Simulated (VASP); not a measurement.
# InAs (F-43m) in VASP: further runs

Runs on InAs. Level: PBEsol. Tasks: relaxation of cell and atoms.

Everything below comes from runs of VASP 6.6.1. Logs are shortened: lines on timing, memory, paths and dates and some standing lists are left out, and cuts for length are marked.

### Step 1. The structure

The structure is cubic, space group F-43m (No. 216). Conventional cell: a = 6.036 Å, b = 6.036 Å, c = 6.036 Å, α = 90.00°, β = 90.00°, γ = 90.00°. In (site symmetry -43m) has 4 As at 2.61 Å as nearest neighbours. As (site symmetry -43m) is surrounded by 4 In at 2.61 Å.

### Step 2. Relaxation of cell and atoms, PBEsol

Input file INCAR:

```
PREC = Accurate
ENCUT = 520
EDIFF = 1E-7
ISMEAR = 0
SIGMA = 0.02
LREAL = False
LASPH = True
NELM = 60
ALGO = Normal
ISIF = 3
LWAVE = False
LCHARG = False
GGA = PS
IBRION = 2
NSW = 80
EDIFFG = -0.002
KPAR = 4
```

Input file KPOINTS:

```
regular mesh
0
Gamma
  10 10 10
```

Input file POSCAR:

```
InAs
1.0
    0.0000000000      3.0180000000      3.0180000000
    3.0180000000      0.0000000000      3.0180000000
    3.0180000000      3.0180000000      0.0000000000
In As
1 1
Direct
    0.0000000000      0.0000000000      0.0000000000
    0.2500000000      0.2500000000      0.2500000000
```

Potentials or basis: VASP PAW PBE potentials, release 64 (In_d, As).

Started as:

```console
> cat potpaw_PBE.64/In_d/POTCAR potpaw_PBE.64/As/POTCAR > POTCAR
> mpirun -np 4 vasp_std > vasp.out
```

OUTCAR:

```text
PREC = Accurate
   ENCUT = 520
   EDIFF = 1E-7
   ISMEAR = 0
   LREAL = False
   LASPH = True
   NELM = 60
   ISIF = 3
   GGA = PS
   IBRION = 2
   NSW = 80
   EDIFFG = -0.002

 ion  position               nearest neighbor table
   1  0.000  0.000  0.000-   2 2.61   2 2.61   2 2.61   2 2.61
   2  0.250  0.250  0.250-   1 2.61   1 2.61   1 2.61   1 2.61

  LATTYP: Found a face centered cubic cell.
 ALAT       =     6.0360000000

  Lattice vectors:

 A1 = (   0.0000000000,   3.0180000000,   3.0180000000)
 A2 = (   3.0180000000,   0.0000000000,   3.0180000000)
 A3 = (   3.0180000000,   3.0180000000,   0.0000000000)

Analysis of symmetry for initial positions (statically):
=====================================================================
 Subroutine PRICEL returns:
 Original cell was already a primitive cell.

 Routine SETGRP: Setting up the symmetry group for a
 face centered cubic supercell.

 Subroutine GETGRP returns: Found 24 space group operations
 (whereof 24 operations were pure point group operations)
 out of a pool of 48 trial point group operations.

The static configuration has the point symmetry T_d .

Analysis of symmetry for dynamics (positions and initial velocities):
=====================================================================
 Subroutine PRICEL returns:
 Original cell was already a primitive cell.

 Routine SETGRP: Setting up the symmetry group for a
 face centered cubic supercell.

 Subroutine GETGRP returns: Found 24 space group operations
 (whereof 24 operations were pure point group operations)
 out of a pool of 48 trial point group operations.

The dynamic configuration has the point symmetry T_d .

 Subroutine INISYM returns: Found 24 space group operations
 (whereof 24 operations are pure point group operations),
 and found     1 'primitive' translations

----------------------------------------------------------------------------------------

                                     Primitive cell

  volume of cell :      54.9778

  direct lattice vectors                    reciprocal lattice vectors
     0.000000000  3.018000000  3.018000000    -0.165672631  0.165672631  0.165672631
     3.018000000  0.000000000  3.018000000     0.165672631 -0.165672631  0.165672631
     3.018000000  3.018000000  0.000000000     0.165672631  0.165672631 -0.165672631

  length of vectors
     4.268096531  4.268096531  4.268096531     0.286953414  0.286953414  0.286953414

  position of ions in fractional coordinates (direct lattice)
     0.000000000  0.000000000  0.000000000
     0.250000000  0.250000000  0.250000000

  ion indices of the primitive-cell ions
   primitive index   ion index
                 1           1
                 2           2

----------------------------------------------------------------------------------------

 KPOINTS: regular mesh

Automatic generation of k-mesh.
 Grid dimensions read from file:
 generate k-points for:   10   10   10

 Generating k-lattice:

  Cartesian coordinates                     Fractional coordinates (reciprocal lattice)
    -0.016567263  0.016567263  0.016567263     0.100000000  0.000000000  0.000000000
     0.016567263 -0.016567263  0.016567263     0.000000000  0.100000000  0.000000000
     0.016567263  0.016567263 -0.016567263     0.000000000  0.000000000  0.100000000

  Length of vectors
     0.028695341  0.028695341  0.028695341

  Shift w.r.t. Gamma in fractional coordinates (k-lattice)
     0.000000000  0.000000000  0.000000000

 Subroutine IBZKPT returns following result:
 ===========================================

 Found     47 irreducible k-points:

 Following reciprocal coordinates:
            Coordinates               Weight
  0.000000  0.000000  0.000000      1.000000
  0.100000  0.000000  0.000000      8.000000
  0.200000  0.000000  0.000000      8.000000
  0.300000  0.000000  0.000000      8.000000
  0.400000  0.000000  0.000000      8.000000
  0.500000  0.000000  0.000000      4.000000
[... 16 lines left out ...]
  0.300000  0.300000  0.000000      6.000000
  0.400000  0.300000  0.000000     24.000000
 [... further k-points ...]
   k-points           NKPTS =     47   k-points in BZ     NKDIM =     47   number of bands    NBANDS=     13
   number of dos      NEDOS =    301   number of ions     NIONS =      2
   total plane-waves  NPLWV =  32768
   dimension x,y,z NGX =    32 NGY =   32 NGZ =   32
   dimension x,y,z NGXF=    64 NGYF=   64 NGZF=   64
   ions per type =               1   1
   NGX,Y,Z   is equivalent  to a cutoff of  12.46, 12.46, 12.46 a.u.
   NGXF,Y,Z  is equivalent  to a cutoff of  24.93, 24.93, 24.93 a.u.
 SYSTEM =  unknown system
   PREC   = accura    normal or accurate (medium, high low for compatibility)
   ISTART =      0    job   : 0-new  1-cont  2-samecut
   ICHARG =      2    charge: 1-file 2-atom 10-const
   ISPIN  =      1    spin polarized calculation?
   LNONCOLLINEAR =      F non collinear calculations
   LSORBIT =      F    spin-orbit coupling
   LASPH  =      T    aspherical Exc in radial PAW
   ENCUT  =  520.0 eV  38.22 Ry    6.18 a.u.   7.94  7.94  7.94*2*pi/ulx,y,z
   NELM   =     60;   NELMIN=  2; NELMDL= -5     # of ELM steps
   EDIFF  = 0.1E-06   stopping-criterion for ELM
   LREAL  =      F    real-space projection
   EDIFFG = -.2E-02   stopping-criterion for IOM
   NSW    =     80    number of steps for IOM
   IBRION =      2    ionic relax: 0-MD 1-quasi-New 2-CG
   NFREE  =      1    steps in history (QN), initial steepest desc. (CG)
   ISIF   =      3    stress and relaxation
   ISYM   =      2    0-nonsym 1-usesym 2-fastsym
   POTIM  = 0.5000    time-step for ionic-motion
   TEBEG  =    0.0;   TEEND  =   0.0 temperature during run
   PSTRESS=    0.0 pullay stress
   NELECT =      18.0000    total number of electrons
   NUPDOWN=      -1.0000    fix difference up-down
   EMIN   =  10.00;   EMAX   =-10.00  energy-range for DOS
   EFERMI =   0.00;   METHOD = LEGACY
   ISMEAR =     0;   SIGMA  =   0.02  broadening in eV -4-tet -1-fermi 0-gaus
   EFERMI_NEDOS =   21; number of points for ismear=-14 and -15
   IALGO  =     38    algorithm
   IMIX   =      4    mixing-type and parameters
     AMIX     =   0.40;   BMIX     =  1.00
     AMIX_MAG =   1.60;   BMIX_MAG =  1.00
  volume/ion in A,a.u.               =      27.49       185.50
  Fermi-wavevector in a.u.,A,eV,Ry     =   1.128331  2.132236 17.321990  1.273130
  Thomas-Fermi vector in A             =   2.265020
   LORBIT       =      0    0 simple, 1 ext, 2 COOP (PROOUT), +10 PAW based schemes
   GGA     = PS    functional components
   LHFCALC =     F    Hartree Fock is set to
   AEXX    =    0.0000 exact exchange contribution
   IVDW    =     0    specifies the selected vdW correction
   LEPSILON=     F    determine dielectric tensor
   LRPA    =     F    only Hartree local field effects (RPA)
 conjugate gradient relaxation of ions
 non-spin polarized calculation
 Gauss-broadening in eV      SIGMA  =   0.02
  energy-cutoff  :      520.00
  volume of cell :       54.98
 maximum number of plane-waves:      1494
   NGX = 15   NGY = 15   NGZ = 15

--------------------------------------- Ionic step        1  -------------------------------------------

 number of electron      17.9999991 magnetization

 Free energy of the ion-electron system (eV)
  ---------------------------------------------------
  ext. energy  EPLUGINS =         0.00000000
  ---------------------------------------------------
  free energy    TOTEN  =        -8.48226306 eV

  energy without entropy =       -8.48223221  energy(sigma->0) =       -8.48224763

 E-fermi :   4.4346     XC(G=0):  -9.3080

 val. band max:        4.4284977336   @ k =   0.0000   0.0000   0.0000
 cond. band min:       5.3142058054   @ k =   0.5000   0.0000   0.0000
 fundamental gap:      0.8857080717
 Fermi energy:         4.4345890768

 k-point     1 :       0.0000    0.0000    0.0000
  band No.  band energies     occupation
      1      -9.9157      2.00000
      2      -9.9157      2.00000
      3      -9.9157      2.00000
      4      -9.7854      2.00000
      5      -9.7854      2.00000
      6      -7.4977      2.00000
      7       4.1734      2.00000
      8       4.4285      1.33334
      9       4.4285      1.33333
     10       4.4285      1.33333
     11       8.2866      0.00000
     12       8.2866      0.00000
     13       8.2866      0.00000

 k-point     2 :       0.1000    0.0000    0.0000
  band No.  band energies     occupation
      1      -9.9299      2.00000
      2      -9.9117      2.00000
      3      -9.9117      2.00000
      4      -9.7855      2.00000
      5      -9.7855      2.00000
      6      -7.3914      2.00000
      7       2.8809      2.00000
      8       4.2970      2.00000
      9       4.2970      2.00000
     10       5.3434      0.00000
     11       8.3435      0.00000
[... 412 lines left out ...]
 POSITION                                       TOTAL-FORCE (eV/Angst)
 -----------------------------------------------------------------------------------
      3.05786      3.05786      0.00000        -0.000000      0.000000      0.000000
      1.52893      1.52893      1.52893         0.000000     -0.000000     -0.000000
 -----------------------------------------------------------------------------------
    total drift:                               -0.000000     -0.000000      0.000000

  FREE ENERGIE OF THE ION-ELECTRON SYSTEM (eV)
  ---------------------------------------------------
  free  energy   TOTEN  =        -8.4880001204 eV

  energy  without entropy=       -8.4879692679  energy(sigma->0) =       -8.48798469

--------------------------------------- Ionic step        3  -------------------------------------------

 number of electron      17.9999992 magnetization

 Free energy of the ion-electron system (eV)
  ---------------------------------------------------
  ext. energy  EPLUGINS =         0.00000000
  ---------------------------------------------------
  free energy    TOTEN  =        -8.48951604 eV

  energy without entropy =       -8.48948518  energy(sigma->0) =       -8.48950061

 E-fermi :   4.1654     XC(G=0):  -9.1911

 val. band max:        4.1593092442   @ k =   0.0000   0.0000   0.0000
 cond. band min:       4.9883410997   @ k =   0.5000   0.0000   0.0000
 fundamental gap:      0.8290318555
 Fermi energy:         4.1654005818

 k-point     1 :       0.0000    0.0000    0.0000
  band No.  band energies     occupation
      1     -10.1302      2.00000
      2     -10.1302      2.00000
      3     -10.1302      2.00000
      4     -10.0109      2.00000
      5     -10.0109      2.00000
      6      -7.5942      2.00000
      7       3.7690      2.00000
      8       4.1593      1.33334
      9       4.1593      1.33333
     10       4.1593      1.33333
     11       8.0062      0.00000
     12       8.0062      0.00000
     13       8.0062      0.00000

 k-point     2 :       0.1000    0.0000    0.0000
  band No.  band energies     occupation
      1     -10.1426      2.00000
      2     -10.1265      2.00000
      3     -10.1265      2.00000
      4     -10.0110      2.00000
      5     -10.0110      2.00000
      6      -7.4932      2.00000
      7       2.5788      2.00000
      8       4.0338      2.00000
      9       4.0338      2.00000
     10       4.9938      0.00000
     11       8.0498      0.00000
[... 376 lines left out ...]
 POSITION                                       TOTAL-FORCE (eV/Angst)
 -----------------------------------------------------------------------------------
      0.00000      0.00000      0.00000         0.000000      0.000000      0.000000
      1.52256      1.52256      1.52256        -0.000000     -0.000000     -0.000000
 -----------------------------------------------------------------------------------
    total drift:                               -0.000000     -0.000000     -0.000000

  FREE ENERGIE OF THE ION-ELECTRON SYSTEM (eV)
  ---------------------------------------------------
  free  energy   TOTEN  =        -8.4895160357 eV

  energy  without entropy=       -8.4894851832  energy(sigma->0) =       -8.48950061

 reached required accuracy - stopping structural energy minimisation
```

Wall time 16 s (4 MPI ranks of AMD EPYC 9R14 (Zen 4), shared host); peak memory 0.18 GiB.

What came out:

- Free energy: -8.4895 eV
- Relaxed volume: 28.24 Å³/atom
- Relaxed cell: a = 4.306 Å, b = 4.306 Å, c = 4.306 Å, α = 60.00°, β = 60.00°, γ = 60.00°
- Space group after relaxing (to 0.05 Å): F-43m (No. 216)
- Energy gained by relaxing: 3.6 meV/atom
- Ionic steps: 3
- Pressure after relaxing: 0.0 GPa
- Band gap on the k mesh: none (metal or under the smearing width)

The path:
| step | energy change (eV) | largest force (eV/Å) | pressure (GPa) | volume (Å³) |
| --- | --- | --- | --- | --- |
| 1 | 0.0000 | 0.0000 | 1.60 | 54.98 |
| 2 | -0.0057 | 0.0000 | -0.67 | 57.19 |
| 3 | -0.0073 | 0.0000 | 0.01 | 56.47 |

Final structure:
```cif
data_structure
_symmetry_space_group_name_H-M 'P 1'
_symmetry_Int_Tables_number 1
_cell_length_a 4.3064
_cell_length_b 4.3064
_cell_length_c 4.3064
_cell_angle_alpha 60.000
_cell_angle_beta 60.000
_cell_angle_gamma 60.000
_cell_volume 56.47
loop_
_atom_site_label
_atom_site_type_symbol
_atom_site_fract_x
_atom_site_fract_y
_atom_site_fract_z
_atom_site_occupancy
In1 In 0.00000 0.00000 0.00000 1
As1 As 0.25000 0.25000 0.25000 1
```

Levels at points of the mesh, in eV from the Fermi level:
```tsv
k point	band 7	band 8	band 9	band 10	band 11	band 12
(0.00, 0.00, 0.00)	-0.40	-0.01	-0.01	-0.01	3.84	3.84
(0.50, 0.00, 0.00)	-5.71	-0.97	-0.97	0.82	4.60	4.60
(0.50, 0.50, 0.00)	-5.80	-2.28	-2.28	1.47	1.97	8.93
```

Caveat: the PAW data sets were made with another functional, which shifts forces and pressure a little; this crystal is a semiconductor, whose small gap the functional closes, so the metal is an error of the method.

### Step 3. Relaxation of cell and atoms, PBEsol

This run uses another cell than the first one, of 28.24 Å³/atom, 1.027 times its volume.

INCAR is that of step 2.

KPOINTS is that of step 2.

Input file POSCAR:

```
InAs                                    
1.0
   -0.0000000000      3.0451190917      3.0451190917
    3.0451190917      0.0000000000      3.0451190917
    3.0451190917      3.0451190917      0.0000000000
  In              As            
     1     1
Direct
     0.0000000000000000    0.0000000000000000    0.0000000000000000
     0.2500000000000000    0.2500000000000000    0.2500000000000000
```

Potentials or basis: VASP PAW PBE potentials, release 64 (In_d, As).

Started as:

```console
> cat potpaw_PBE.64/In_d/POTCAR potpaw_PBE.64/As/POTCAR > POTCAR
> mpirun -np 4 vasp_std > vasp.out
```

Run time: 7.3 s. Hardware: 4 MPI ranks of AMD EPYC 9R14 (Zen 4), shared host; peak memory 0.17 GiB.

It converged, with:

* Free energy: -8.4899 eV
* Pressure after relaxing: 0.0 GPa
* Band gap on the k mesh: none (metal or under the smearing width)

Final structure:
```cif
data_structure
_symmetry_space_group_name_H-M 'P 1'
_symmetry_Int_Tables_number 1
_cell_length_a 4.3064
_cell_length_b 4.3064
_cell_length_c 4.3064
_cell_angle_alpha 60.000
_cell_angle_beta 60.000
_cell_angle_gamma 60.000
_cell_volume 56.47
loop_
_atom_site_label
_atom_site_type_symbol
_atom_site_fract_x
_atom_site_fract_y
_atom_site_fract_z
_atom_site_occupancy
In1 In 0.00000 0.00000 0.00000 1
As1 As 0.25000 0.25000 0.25000 1
```

Levels at points of the mesh, in eV from the Fermi level:
| k point | band 6 | band 7 | band 8 | band 9 | band 10 | band 11 | band 12 | band 13 |
| --- | --- | --- | --- | --- | --- | --- | --- | --- |
| (0.00, 0.00, 0.00) | -11.76 | -0.40 | -0.01 | -0.01 | -0.01 | 3.84 | 3.84 | 3.84 |
| (0.50, 0.00, 0.00) | -10.34 | -5.71 | -0.97 | -0.97 | 0.82 | 4.60 | 4.60 | 6.68 |
| (0.50, 0.50, 0.00) | -9.82 | -5.80 | -2.28 | -2.28 | 1.47 | 1.97 | 8.93 | 9.07 |

Caveat: the relaxation stopped at its first step, so nothing moved; the PAW data sets were made with another functional, which shifts forces and pressure a little; this crystal is a semiconductor, whose small gap the functional closes, so the metal is an error of the method.
